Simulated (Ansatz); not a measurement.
**WC (Qusongite) under changes of volume**

One of the cells (10.584 Å³/atom); the others are scaled copies at fixed shape and fractional positions:

```
CELL_PARAMETERS angstrom
2.92575 0.00000 0.00000
-1.46287 2.53377 0.00000
0.00000 0.00000 2.85539
ATOMIC_POSITIONS crystal
W 0.00000 0.00000 0.00000
C 0.66667 0.33333 0.50000
```

| Item | Value |
| --- | --- |
| Program | Ansatz 0.2.0 |
| Functional | B3LYP |
| Potentials or basis | Ansatz PAW |
| Cutoff | 420 eV (not typed: the program's choice for these potentials) |
| k mesh | 5 × 5 × 5 |
| Occupations | fermi-dirac, width 0.05 eV |
| Spin | no spin polarisation |

```tsv
volume (Å³/atom)	energy over the lowest point (meV/atom)	pressure (GPa)
9.961	52.18	27.7
10.169	22.91	17.7
10.376	5.91	8.7
10.584	0.00	0.5
10.791	4.18	-6.8
10.999	?	?
```

Problem. What does the run at 10.999 Å³/atom give?

Solution. Energy over the lowest point 17.36 meV/atom; pressure -13.4 GPa.

Worked out: A Birch-Murnaghan fit of order 3 (a polynomial in V^(-2/3)) to the other rows has its minimum at 10.60 Å³/atom with B0 = V·E''(V) = 396 GPa and B' = 3.7 at fixed shape and positions, which overstates the stiffness. It gives 17.64 meV/atom at 10.999 Å³/atom, against the run's 17.36, and -dE/dV = -13.7 GPa, against -13.4.

Energies are extrapolated to zero smearing.

Caveats: all runs use coarse meshes; the PAW data sets come from PBE, with cores solved anew for the run's functional, which leaves a small shift of forces and pressure; the thresholds are loose for stress.
